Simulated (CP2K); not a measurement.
## TiC in CP2K: the effect of dispersion

Crystal: TiC.

```
CELL_PARAMETERS angstrom
3.06279 0.00000 0.00000
1.53139 2.65245 0.00000
1.53139 0.88415 2.50076
ATOMIC_POSITIONS crystal
Ti 0.00000 0.00000 0.00000
C 0.50000 0.50000 0.50000
```

The cell is a database's computed one.

Alike in all runs:

| Property | Result |
| --- | --- |
| Program | CP2K 2026.2 |
| Task | single point |
| Functional | r2SCAN |
| Potentials or basis | POTENTIAL_UZH Ti GTH-SCAN-q12, C GTH-SCAN-q4; TZVP-MOLOPT-SCAN-GTH basis |
| Density cutoff | 9184 eV |
| k mesh | 11 × 11 × 11 |
| Occupations | fermi-dirac, width 0.05 eV |
| Spin | no spin polarisation |

```tsv
dispersion	pressure (GPa)
none	?
D3(BJ)	-3.0
D4	-1.3
rVV10	-0.8
D3(BJ)+ATM	-2.1
```

Q: What does the run with dispersion none give?

A: Pressure 0.4 GPa.

Caveats: the basis of atomic orbitals isn't converged, which shifts pressures, moduli and gaps; pairwise dispersion overbinds metals, which lowers pressure and volume (some runs).

Runs at the PBE level aren't shown here.
